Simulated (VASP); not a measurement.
**Ru: equation of state with PBEsol**

Ru:

```
Ru
1.0
     2.70580    0.00000    0.00000
    -1.35290    2.34329    0.00000
     0.00000    0.00000    4.28190
Ru
2
Direct
  0.66667 0.33333 0.75000
  0.33333 0.66667 0.25000
```

* Program: VASP 6.6.1
* Task: equation of state
* Functional: PBEsol
* Potentials or basis: VASP PAW PBE potentials, release 64 (Ru_pv)
* Cutoff: 520 eV
* k mesh: 11 × 11 × 6
* Occupations: fermi-dirac, width 0.05 eV
* Spin: no spin polarisation

```json
{
  "Equilibrium volume": "13.33 Å³/atom",
  "Bulk modulus at fixed shape and positions": "348 GPa",
  "Pressure derivative of the bulk modulus": "4.9"
}
```

Energy against volume, from the lowest point:
| volume (Å³/atom) | energy (meV/atom) |
| --- | --- |
| 12.760 | 28.30 |
| 13.032 | 7.31 |
| 13.303 | 0.00 |
| 13.575 | 4.85 |
| 13.846 | 20.47 |
| 14.118 | 45.66 |
| 14.389 | 79.33 |

All runs of the series together: 2.8 min on 1 thread of AMD EPYC 7R13 Processor (Zen 3), with other jobs on the host.

Caveat: the cell was scaled at fixed shape and fractional positions, which overstates the stiffness of a crystal with free parameters, most of all of layers and chains; the PAW data sets were made with another functional, which shifts forces and pressure a little.
